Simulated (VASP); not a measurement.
# NaCl in VASP 6.6.1, single-point calculation

INCAR

```
PREC = Medium
NBANDS = 14
ISIF = 2
LREAL = .FALSE.
LASPH = .TRUE.
EDIFF = 1E-7
LCHARG = .FALSE.
ALGO = Fast
NELM = 120
NSW = 0
GGA = PE
SIGMA = 0.02
ISMEAR = -1
ENCUT = 520
IBRION = -1
LWAVE = .FALSE.
```

KPOINTS

```
KPOINTS created by Atomic Simulation Environment
0
Gamma
8 8 8
0 0 0
```

POSCAR

```
Na Cl
 1.0000000000000000
     0.0000000000000000    2.9148067784000000    2.9148067784000000
     2.9148067784000000    0.0000000000000000    2.9148067784000000
     2.9148067784000000    2.9148067784000000    0.0000000000000000
 Na  Cl
   1   1
Cartesian
  0.0000000000000000  0.0000000000000000  0.0000000000000000
  2.9148067783999996  2.9148067783999996  2.9148067783999996
```

The recommended PBE PAW datasets give the neutral cell 14 valence electrons.

Command

```
mpirun -np 1 vasp_std
```

Task: Predict the outcome of this run.

Result: It converged. Results: gap between bands v and c on the k mesh 4.75 eV; least direct gap on the k mesh 4.75 eV; pressure -1.4 GPa. Band v is the last that the valence electrons fill when counted band by band, and c is the next.

OSZICAR

```
N       E                     dE             d eps       ncg     rms          rms(c)
DAV:   1     0.100852400371E+03    0.10085E+03   -0.69449E+03   812   0.967E+02
DAV:   2     0.193850158836E+01   -0.98914E+02   -0.89506E+02   892   0.260E+02
DAV:   3    -0.683566027221E+01   -0.87742E+01   -0.87130E+01  1064   0.725E+01
DAV:   4    -0.698150337098E+01   -0.14584E+00   -0.14578E+00   944   0.103E+01
DAV:   5    -0.698465034365E+01   -0.31470E-02   -0.31468E-02  1086   0.154E+00    0.214E+00
RMM:   6    -0.676857196190E+01    0.21608E+00   -0.25637E-01   990   0.223E+00    0.151E+00
RMM:   7    -0.675764395516E+01    0.10928E-01   -0.12348E-01   983   0.151E+00    0.109E+00
RMM:   8    -0.676467383850E+01   -0.70299E-02   -0.11651E-02   960   0.104E+00    0.402E-01
RMM:   9    -0.676347198161E+01    0.12019E-02   -0.14567E-03  1153   0.366E-01    0.255E-01
RMM:  10    -0.676331419144E+01    0.15779E-03   -0.58583E-04  1156   0.187E-01    0.102E-01
RMM:  11    -0.676334648061E+01   -0.32289E-04   -0.74276E-04  1000   0.170E-01    0.825E-02
RMM:  12    -0.676332816684E+01    0.18314E-04   -0.56005E-05  1270   0.768E-02    0.393E-02
RMM:  13    -0.676332634252E+01    0.18243E-05   -0.17086E-05  1316   0.298E-02    0.334E-02
RMM:  14    -0.676332353366E+01    0.28089E-05   -0.17767E-06  1051   0.964E-03    0.263E-02
RMM:  15    -0.676332213230E+01    0.14014E-05   -0.25260E-05  1396   0.336E-02    0.258E-02
RMM:  16    -0.676332183944E+01    0.29286E-06   -0.77809E-07   930   0.547E-03    0.183E-02
RMM:  17    -0.676332151770E+01    0.32173E-06   -0.39299E-06  1012   0.106E-02    0.154E-03
RMM:  18    -0.676332146432E+01    0.53382E-07   -0.11518E-07   852   0.329E-03
   1 F= -.67633215E+01 E0= -.67633215E+01  d E =-.996974E-12
```

For comparison, a separate PBE run of the intended cell, on usual settings and not on those above, gives a gap of 4.75 eV on its mesh and a pressure of -1.4 GPa.
